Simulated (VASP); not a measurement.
# Pd (Fm-3m) in VASP: a series of runs

One crystal, Pd, is run at these levels: LDA; tasks: relaxation of cell and atoms, single point.

All numbers are computed with VASP 6.6.1; they aren't measurements. Logs are shortened: lines on timing, memory, paths and dates and some standing lists are left out, and cuts for length are marked.

## (1) The crystal as given

It takes space group Fm-3m (No. 225, cubic). Conventional cell: a = 3.893 Å, b = 3.893 Å, c = 3.893 Å, α = 90.00°, β = 90.00°, γ = 90.00°. Around Pd (site symmetry m-3m) lie 12 Pd at 2.75 Å.

## (2) Relaxation of cell and atoms, LDA

Contents of INCAR:

```
SYSTEM = Pd
PREC     = Accurate       ! precision mode
ENCUT    = 600            ! plane-wave cutoff, eV
EDIFF    = 1E-6           ! SCF threshold, eV
ISMEAR   = -1             ! smearing method
SIGMA    = 0.05           ! smearing width, eV
LREAL    = .False.        ! projectors in reciprocal space
LASPH    = .True.         ! aspherical terms in the spheres
NELM     = 80             ! most SCF steps
ALGO     = Fast           ! electronic algorithm
ISIF     = 3              ! what is computed and relaxed
LWAVE    = .False.        ! write WAVECAR
LCHARG   = .False.        ! write CHGCAR
GGA      = CA             ! functional
IBRION   = 2              ! ionic algorithm
NSW      = 60             ! ionic steps
EDIFFG   = -0.02          ! ionic threshold
```

Contents of KPOINTS:

```
regular mesh
0
Gamma
  10 10 10
  0 0 0
```

Contents of POSCAR:

```
Pd
1.0
    0.0000000000      1.9465000000      1.9465000000
    1.9465000000      0.0000000000      1.9465000000
    1.9465000000      1.9465000000      0.0000000000
Pd
1
Direct
    0.0000000000      0.0000000000      0.0000000000
```

Potentials or basis: VASP PAW LDA potentials, release 64 (Pd).

The run is started by

```sh
$ cat potpaw_LDA.64/Pd/POTCAR > POTCAR
$ mpirun -np 1 vasp_std > vasp.out
```

OUTCAR:

```text
SYSTEM = Pd
   PREC = Accurate
   ENCUT = 600
   EDIFF = 1E-6
   ISMEAR = -1
   LREAL = .False.
   LASPH = .True.
   NELM = 80
   ISIF = 3
   GGA = CA
   IBRION = 2
   NSW = 60
   EDIFFG = -0.02

 ion  position               nearest neighbor table
   1  0.000  0.000  0.000-

  LATTYP: Found a face centered cubic cell.
 ALAT       =     3.8930000000

  Lattice vectors:

 A1 = (   0.0000000000,   1.9465000000,   1.9465000000)
 A2 = (   1.9465000000,   0.0000000000,   1.9465000000)
 A3 = (   1.9465000000,   1.9465000000,   0.0000000000)

Analysis of symmetry for initial positions (statically):
=====================================================================
 Subroutine PRICEL returns:
 Original cell was already a primitive cell.

 Routine SETGRP: Setting up the symmetry group for a
 face centered cubic supercell.

 Subroutine GETGRP returns: Found 48 space group operations
 (whereof 48 operations were pure point group operations)
 out of a pool of 48 trial point group operations.

The static configuration has the point symmetry O_h .

Analysis of symmetry for dynamics (positions and initial velocities):
=====================================================================
 Subroutine PRICEL returns:
 Original cell was already a primitive cell.

 Routine SETGRP: Setting up the symmetry group for a
 face centered cubic supercell.

 Subroutine GETGRP returns: Found 48 space group operations
 (whereof 48 operations were pure point group operations)
 out of a pool of 48 trial point group operations.

The dynamic configuration has the point symmetry O_h .

 Subroutine INISYM returns: Found 48 space group operations
 (whereof 48 operations are pure point group operations),
 and found     1 'primitive' translations

----------------------------------------------------------------------------------------

                                     Primitive cell

  volume of cell :      14.7500

  direct lattice vectors                    reciprocal lattice vectors
     0.000000000  1.946500000  1.946500000    -0.256871307  0.256871307  0.256871307
     1.946500000  0.000000000  1.946500000     0.256871307 -0.256871307  0.256871307
     1.946500000  1.946500000  0.000000000     0.256871307  0.256871307 -0.256871307

  length of vectors
     2.752766699  2.752766699  2.752766699     0.444914156  0.444914156  0.444914156

  position of ions in fractional coordinates (direct lattice)
     0.000000000  0.000000000  0.000000000

  ion indices of the primitive-cell ions
   primitive index   ion index
                 1           1

----------------------------------------------------------------------------------------

 KPOINTS: regular mesh

Automatic generation of k-mesh.
 Grid dimensions read from file:
 generate k-points for:   10   10   10

 Generating k-lattice:

  Cartesian coordinates                     Fractional coordinates (reciprocal lattice)
    -0.025687131  0.025687131  0.025687131     0.100000000  0.000000000  0.000000000
     0.025687131 -0.025687131  0.025687131     0.000000000  0.100000000  0.000000000
     0.025687131  0.025687131 -0.025687131     0.000000000  0.000000000  0.100000000

  Length of vectors
     0.044491416  0.044491416  0.044491416

  Shift w.r.t. Gamma in fractional coordinates (k-lattice)
     0.000000000  0.000000000  0.000000000

 Subroutine IBZKPT returns following result:
 ===========================================

 Found     47 irreducible k-points:

 Following reciprocal coordinates:
            Coordinates               Weight
  0.000000  0.000000  0.000000      1.000000
  0.100000  0.000000  0.000000      8.000000
  0.200000  0.000000  0.000000      8.000000
  0.300000  0.000000  0.000000      8.000000
  0.400000  0.000000  0.000000      8.000000
  0.500000  0.000000  0.000000      4.000000
[... 16 lines left out ...]
  0.300000  0.300000  0.000000      6.000000
  0.400000  0.300000  0.000000     24.000000
 [... further k-points ...]
   k-points           NKPTS =     47   k-points in BZ     NKDIM =     47   number of bands    NBANDS=      9
   number of dos      NEDOS =    301   number of ions     NIONS =      1
   total plane-waves  NPLWV =  13824
   dimension x,y,z NGX =    24 NGY =   24 NGZ =   24
   dimension x,y,z NGXF=    48 NGYF=   48 NGZF=   48
   ions per type =               1
   NGX,Y,Z   is equivalent  to a cutoff of  14.49, 14.49, 14.49 a.u.
   NGXF,Y,Z  is equivalent  to a cutoff of  28.99, 28.99, 28.99 a.u.
 SYSTEM =  Pd
   PREC   = accura    normal or accurate (medium, high low for compatibility)
   ISTART =      0    job   : 0-new  1-cont  2-samecut
   ICHARG =      2    charge: 1-file 2-atom 10-const
   ISPIN  =      1    spin polarized calculation?
   LNONCOLLINEAR =      F non collinear calculations
   LSORBIT =      F    spin-orbit coupling
   LASPH  =      T    aspherical Exc in radial PAW
   ENCUT  =  600.0 eV  44.10 Ry    6.64 a.u.   5.50  5.50  5.50*2*pi/ulx,y,z
   NELM   =     80;   NELMIN=  2; NELMDL= -5     # of ELM steps
   EDIFF  = 0.1E-05   stopping-criterion for ELM
   LREAL  =      F    real-space projection
   EDIFFG = -.2E-01   stopping-criterion for IOM
   NSW    =     60    number of steps for IOM
   IBRION =      2    ionic relax: 0-MD 1-quasi-New 2-CG
   NFREE  =      1    steps in history (QN), initial steepest desc. (CG)
   ISIF   =      3    stress and relaxation
   ISYM   =      2    0-nonsym 1-usesym 2-fastsym
   POTIM  = 0.5000    time-step for ionic-motion
   TEBEG  =    0.0;   TEEND  =   0.0 temperature during run
   PSTRESS=    0.0 pullay stress
   NELECT =      10.0000    total number of electrons
   NUPDOWN=      -1.0000    fix difference up-down
   EMIN   =  10.00;   EMAX   =-10.00  energy-range for DOS
   EFERMI =   0.00;   METHOD = LEGACY
   ISMEAR =    -1;   SIGMA  =   0.05  broadening in eV -4-tet -1-fermi 0-gaus
   EFERMI_NEDOS =   21; number of points for ismear=-14 and -15
   IALGO  =     68    algorithm
   IMIX   =      4    mixing-type and parameters
     AMIX     =   0.40;   BMIX     =  1.00
     AMIX_MAG =   1.60;   BMIX_MAG =  1.00
  volume/ion in A,a.u.               =      14.75        99.54
  Fermi-wavevector in a.u.,A,eV,Ry     =   1.438171  2.717748 28.141404  2.068335
  Thomas-Fermi vector in A             =   2.557167
   LORBIT       =      0    0 simple, 1 ext, 2 COOP (PROOUT), +10 PAW based schemes
   GGA     = CA    functional components
   LHFCALC =     F    Hartree Fock is set to
   AEXX    =    0.0000 exact exchange contribution
   IVDW    =     0    specifies the selected vdW correction
   LEPSILON=     F    determine dielectric tensor
   LRPA    =     F    only Hartree local field effects (RPA)
 conjugate gradient relaxation of ions
 non-spin polarized calculation
 RMM-DIIS sequential band-by-band and
  energy-cutoff  :      600.00
  volume of cell :       14.75
 maximum number of plane-waves:       531
 NGX is ok and might be reduce to    24
   NGX = 11   NGY = 11   NGZ = 11

--------------------------------------- Ionic step        1  -------------------------------------------

 number of electron      10.0000000 magnetization

 number of electron       9.9999999 magnetization

 Free energy of the ion-electron system (eV)
  ---------------------------------------------------
  ext. energy  EPLUGINS =         0.00000000
  ---------------------------------------------------
  free energy    TOTEN  =        -6.49977356 eV

  energy without entropy =       -6.48487988  energy(sigma->0) =       -6.49232672

 E-fermi :   9.6147     XC(G=0): -13.5160

 val. band max:        9.5983738503   @ k =   0.5000   0.1000   0.0000
 cond. band min:       9.6426803688   @ k =   0.5000   0.2000   0.0000
 fundamental gap:      0.0443065185
 Fermi energy:         9.6147494017

 k-point     1 :       0.0000    0.0000    0.0000
  band No.  band energies     occupation
      1       2.3540      2.00000
      2       6.7279      2.00000
      3       6.7279      2.00000
      4       6.7279      2.00000
      5       8.3728      2.00000
      6       8.3728      2.00000
      7      26.7249      0.00000
      8      31.4407      0.00000
      9      31.4407      0.00000

 k-point     2 :       0.1000    0.0000    0.0000
  band No.  band energies     occupation
      1       2.7114      2.00000
      2       6.6084      2.00000
      3       6.8471      2.00000
      4       6.8471      2.00000
      5       8.3206      2.00000
      6       8.3206      2.00000
      7      27.0690      0.00000
      8      29.4988      0.00000
      9      31.8520      0.00000

 k-point     3 :       0.2000    0.0000    0.0000
  band No.  band energies     occupation
      1       3.6148      2.00000
      2       6.4878      2.00000
      3       7.0311      2.00000
      4       7.0311      2.00000
      5       8.3521      2.00000
      6       8.3521      2.00000
      7      25.8146      0.00000
      8      27.9600      0.00000
      9      32.8183      0.00000
[... 300 lines left out ...]
 VOLUME and BASIS-vectors are now :
 -----------------------------------------------------------------------------
  energy-cutoff  :      600.00
  volume of cell :       13.17
      direct lattice vectors                 reciprocal lattice vectors
     0.000000000  1.874554915  1.874554915    -0.266729983  0.266729983  0.266729983
     1.874554915 -0.000000000  1.874554915     0.266729983 -0.266729983  0.266729983
     1.874554915  1.874554915 -0.000000000     0.266729983  0.266729983 -0.266729983

 POSITION                                       TOTAL-FORCE (eV/Angst)
 -----------------------------------------------------------------------------------
      0.00000      0.00000      0.00000         0.000000     -0.000000     -0.000000
 -----------------------------------------------------------------------------------
    total drift:                               -0.000000     -0.000000     -0.000000

  FREE ENERGIE OF THE ION-ELECTRON SYSTEM (eV)
  ---------------------------------------------------
  free  energy   TOTEN  =        -6.4588949687 eV

  energy  without entropy=       -6.4470791184  energy(sigma->0) =       -6.45298704

--------------------------------------- Ionic step        3  -------------------------------------------

 number of electron      10.0000002 magnetization

 Free energy of the ion-electron system (eV)
  ---------------------------------------------------
  ext. energy  EPLUGINS =         0.00000000
  ---------------------------------------------------
  free energy    TOTEN  =        -6.51583442 eV

  energy without entropy =       -6.50207452  energy(sigma->0) =       -6.50895447

 E-fermi :  10.3247     XC(G=0): -13.7612

 val. band max:       10.3086712575   @ k =   0.5000   0.1000   0.0000
 cond. band min:      10.3562987689   @ k =   0.5000   0.2000   0.0000
 fundamental gap:      0.0476275114
 Fermi energy:        10.3246847035

 k-point     1 :       0.0000    0.0000    0.0000
  band No.  band energies     occupation
      1       2.7399      2.00000
      2       7.2427      2.00000
      3       7.2427      2.00000
      4       7.2427      2.00000
      5       8.9981      2.00000
      6       8.9981      2.00000
      7      27.4312      0.00000
      8      32.3795      0.00000
      9      32.3795      0.00000

 k-point     2 :       0.1000    0.0000    0.0000
  band No.  band energies     occupation
      1       3.1099      2.00000
      2       7.1140      2.00000
      3       7.3693      2.00000
      4       7.3693      2.00000
      5       8.9410      2.00000
      6       8.9410      2.00000
      7      27.8263      0.00000
      8      30.4292      0.00000
      9      32.8340      0.00000

 k-point     3 :       0.2000    0.0000    0.0000
  band No.  band energies     occupation
      1       4.0372      2.00000
      2       6.9850      2.00000
      3       7.5642      2.00000
      4       7.5642      2.00000
      5       8.9723      2.00000
      6       8.9723      2.00000
      7      26.8317      0.00000
      8      28.7454      0.00000
      9      33.9419      0.00000
[... 265 lines left out ...]
 VOLUME and BASIS-vectors are now :
 -----------------------------------------------------------------------------
  energy-cutoff  :      600.00
  volume of cell :       14.17
      direct lattice vectors                 reciprocal lattice vectors
     0.000000000  1.920736117  1.920736117    -0.260316863  0.260316863  0.260316863
     1.920736117 -0.000000000  1.920736117     0.260316863 -0.260316863  0.260316863
     1.920736117  1.920736117 -0.000000000     0.260316863  0.260316863 -0.260316863

 POSITION                                       TOTAL-FORCE (eV/Angst)
 -----------------------------------------------------------------------------------
      0.00000      0.00000      0.00000         0.000000      0.000000      0.000000
 -----------------------------------------------------------------------------------
    total drift:                                0.000000     -0.000000     -0.000000

  FREE ENERGIE OF THE ION-ELECTRON SYSTEM (eV)
  ---------------------------------------------------
  free  energy   TOTEN  =        -6.5158344169 eV

  energy  without entropy=       -6.5020745170  energy(sigma->0) =       -6.50895447

 reached required accuracy - stopping structural energy minimisation
```

Wall time 20 s (1 thread of AMD EPYC 7R13 (Zen 3), shared host); peak memory 0.11 GiB.

What came out:

- Free energy: -6.5158 eV
- Relaxed volume: 14.17 Å³/atom
- Relaxed cell: a = 2.716 Å, b = 2.716 Å, c = 2.716 Å, α = 60.00°, β = 60.00°, γ = 60.00°
- Space group after relaxing (to 0.05 Å): Fm-3m (No. 225)
- Energy gained by relaxing: 16.1 meV/atom
- Ionic steps: 3
- Pressure after relaxing: -0.2 GPa
- Band gap on the k mesh: none (metal or under the smearing width)

Step by step:
```csv
step,energy change (eV),largest force (eV/Å),pressure (GPa),volume (Å³)
1,0.0000,0.0000,-8.32,14.75
2,0.0409,0.0000,19.99,13.17
3,-0.0161,0.0000,-0.22,14.17
```

Final structure:
```
Pd
1.0
     0.00000    1.92074    1.92074
     1.92074    0.00000    1.92074
     1.92074    1.92074    0.00000
Pd
1
Direct
  0.00000 0.00000 0.00000
```

Levels at points of the mesh, in eV from the Fermi level:
| k point | band 3 | band 4 | band 5 | band 6 | band 7 | band 8 |
| --- | --- | --- | --- | --- | --- | --- |
| (0.00, 0.00, 0.00) | -3.08 | -3.08 | -1.33 | -1.33 | 17.11 | 22.05 |
| (0.50, 0.00, 0.00) | -3.13 | -0.03 | -0.03 | 0.82 | 7.55 | 16.49 |
| (0.50, 0.50, 0.00) | -0.05 | 0.30 | 0.30 | 3.22 | 11.12 | 13.25 |

## (3) Single point, LDA

Contents of INCAR:

```
PREC = Accurate
ENCUT = 550
EDIFF = 1E-7
ISMEAR = 0
SIGMA = 0.02
LREAL = False
LASPH = True
NELM = 60
ALGO = Fast
ISIF = 2
LWAVE = False
LCHARG = False
```

Contents of KPOINTS:

```
Automatic mesh
0
Gamma
  12 12 12
```

POSCAR: that of step 2 with these lines changed.

```diff
@@ -7,3 +7,3 @@
 1
-Direct
+Cartesian
     0.0000000000      0.0000000000      0.0000000000
```

Potentials or basis: VASP PAW LDA potentials, release 64 (Pd_GW).

The run is started by

```sh
$ cat potpaw_LDA.64/Pd_GW/POTCAR > POTCAR
$ mpirun -np 1 vasp_std > vasp.out
```

Run time: 19 s. Hardware: 1 thread of Intel Xeon Platinum 8488C (Sapphire Rapids), shared host; peak memory 0.15 GiB.

The run converged. Its results:

```
Free energy            : -6.5087 eV
Pressure               : -9.6 GPa
Band gap on the k mesh : none (metal or under the smearing width)
```

Levels at points of the mesh, in eV from the Fermi level:
```
           k point  band 3  band 4  band 5  band 6  band 7  band 8
(0.00, 0.00, 0.00)   -2.84   -2.84   -1.19   -1.19   16.97   21.64
(0.50, 0.00, 0.00)   -2.88    0.01    0.01    0.99    7.28   16.39
(0.50, 0.50, 0.00)   -0.01    0.32    0.32    3.30   10.74   13.03
```
